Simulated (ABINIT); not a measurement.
Crystal: KF (Carobbiite).

```
K F
1.0
     0.00000    2.67185    2.67185
     2.67185    0.00000    2.67185
     2.67185    2.67185    0.00000
K F
1 1
Direct
  0.00000 0.00000 0.00000
  0.50000 0.50000 0.50000
```

Program: ABINIT 10.8.3 (patched build). Alike in all runs: task band structure; no spin polarisation; cell as given; k mesh 9 × 9 × 9; smearing fermi-dirac 0.05 eV.

Question: Order these runs on this cell by their pressure, lowest first.
A. level r2SCAN; potentials or basis JTH PAW PBE v2.0; cutoff (eV) 762; fine-grid cutoff 1360.57 eV
B. level PBE; potentials or basis JTH PAW PBE v2.0; cutoff (eV) 626; fine-grid cutoff 1224.51 eV
C. level LDA; potentials or basis JTH PAW LDA v2.0; cutoff (eV) 626; fine-grid cutoff 1224.51 eV

Answer: C (-3.4 GPa), A (-0.8 GPa), B (1.5 GPa).

Caveats: the PAW data sets were made with another functional, which shifts forces and pressure a little (some runs).
